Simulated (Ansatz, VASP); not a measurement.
Sb: VASP beside Ansatz

Contents of INCAR:

```
SYSTEM = Sb
ALGO = Normal ; EDIFF = 1E-6
EDIFFG = -0.01 ; ENCUT = 600
GGA = PE ; IBRION = 2
ISIF = 3 ; ISMEAR = -1
LASPH = .TRUE. ; LCHARG = .FALSE.
LREAL = .FALSE. ; LWAVE = .FALSE.
NELM = 100 ; NSW = 80
PREC = Accurate ; SIGMA = 0.1
```

KPOINTS

```
k-points
0
G
  10 10 10
  0 0 0
```

POSCAR

```
Sb
1.0
    3.0848839383      0.0000000000      0.0000000000
    0.0000000000      3.0848839383      0.0000000000
    0.0000000000      0.0000000000      3.0848839383
Sb
1
Direct
    0.0000000000      0.0000000000      0.0000000000
```

Input for Ansatz:

```yaml
crystal:
  lattice:
    - [3.0848839383, 0.0, 0.0]
    - [0.0, 3.0848839383, 0.0]
    - [0.0, 0.0, 3.0848839383]
  atoms:
    - { symbol: Sb, position: [0.0, 0.0, 0.0] }
hamiltonian:
  xc: pbe
  pseudopotentials:
    kind: paw
    azcp:
      Sb: "pseudopotentials/Sb.paw.azcp"
basis:
  ecutwfc: 420
  fft_grid_basis: typed
kpoints:
  mp_grid: { grid: [10, 10, 10], shift: [0, 0, 0] }
magnetization:
  spin_polarized: false
scf:
  occupations: { method: fermi_dirac, width: 0.1 }
relax:
  max_steps: 60
  f_tol: 0.01
  cell: {}
output:
  write_density: true
  write_potential: true
  elf: true
  volumetric_format: npy
```

The cell was built by a generator and needn't be a form met in nature.

Alike in both runs: task relaxation of cell and atoms; functional PBE; k mesh 10 × 10 × 10; occupations fermi-dirac, width 0.1 eV; no spin polarisation.

```csv
,VASP,Ansatz
version,VASP 6.6.1,Ansatz 0.2.0
potentials or method,"VASP PAW PBE potentials, release 64 (Sb)","plane waves (420 eV) with PAW, scalar-relativistic"
plane-wave cutoff (eV),600,420
valence electrons in the cell,5,15
```

|  | VASP | Ansatz | Ansatz less VASP |
| --- | --- | --- | --- |
| relaxed volume (Å³/atom) | 29.93 | 29.96 | +0.029 |
| relaxed cell length with the largest relative difference (Å) | 3.105 | 3.106 | +0.0010 |
| energy change over the relaxation (meV/atom) | -2 | -2 | -0.1 |

The two sets of potentials don't hold the same shells in valence.

Spin-orbit coupling is left out, which matters for the levels of Sb.
